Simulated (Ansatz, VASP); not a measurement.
Given: the input of a run of VASP 6.6.1 on HfC.

File INCAR:

```
PREC = Accurate ; ENCUT = 520
EDIFF = 1E-7 ; ISMEAR = -1
SIGMA = 0.05 ; LREAL = F
LASPH = T ; NELM = 100
ALGO = Normal ; ISIF = 2
LWAVE = F ; LCHARG = F
GGA = PE ; NBANDS = 14
```

Contents of KPOINTS:

```
regular mesh
0
Gamma
  11 6 10
```

Contents of POSCAR:

```
HfC
1.0
    2.4394258800      0.0000000000      0.0000000000
    0.0000000000      4.6949966100      0.0000000000
    0.0000000000      0.0000000000      2.5622747300
Hf C
1 1
Direct
    0.0000000000      0.0000000000      0.0000000000
    0.0000000000      0.5000000000      0.7500000000
```

Potentials or basis: VASP PAW PBE potentials, release 64 (Hf_pv, C).

The run is started by

```bash
$ cat potpaw_PBE.64/Hf_pv/POTCAR potpaw_PBE.64/C/POTCAR > POTCAR
$ mpirun -np 1 vasp_std > vasp.out
```

Problem. Translate it to Ansatz 0.2.0. Potentials there: Ansatz PAW.

Solution. As run (the cutoff follows the program's own potentials):

Contents of input.yaml:

```yaml
crystal:
  lattice:
    - [2.43942588, 0.0, 0.0]
    - [0.0, 4.69499661, 0.0]
    - [0.0, 0.0, 2.56227473]
  atoms:
    - { symbol: Hf, position: [0.0, 0.0, 0.0] }
    - { symbol: C, position: [0.0, 0.5, 0.75] }
hamiltonian:
  xc: pbe
  pseudopotentials: { kind: paw }
kpoints:
  mp_grid: { grid: [11, 6, 10] }
scf:
  occupations: { method: fermi_dirac, width: 0.05 }
output:
  forces: true
  stress: true
  eigenvalues: true
```

Potentials or basis: Ansatz PAW.

Command:

```bash
$ ansatz run input.yaml --threads 1 --pin off --max-ram 3584MiB --backend cpu --events-out ev --progress --plain --runs-dir out
```

Both were run:

|  | VASP | Ansatz | Ansatz less VASP |
| --- | --- | --- | --- |
| gap on the k mesh at the Fermi level (eV) | none | none | - |
| pressure (GPa) | 10.7 | 11.4 | +0.67 |
| largest component of the traceless stress (GPa) | 61.23 | 61.76 | +0.530 |
| rms of the force components (eV/Å) | 0.075 | 0.065 | -0.0102 |

Atom by atom the forces differ by 0.010 eV/Å (rms over components). A gap of «none» marks a metal or a gap that the smearing closes. With one functional, cell and mesh, what is left measures potentials, basis and numerics. The two sets of potentials don't hold the same shells in valence.

Spin-orbit coupling is left out, which matters for the levels of Hf.
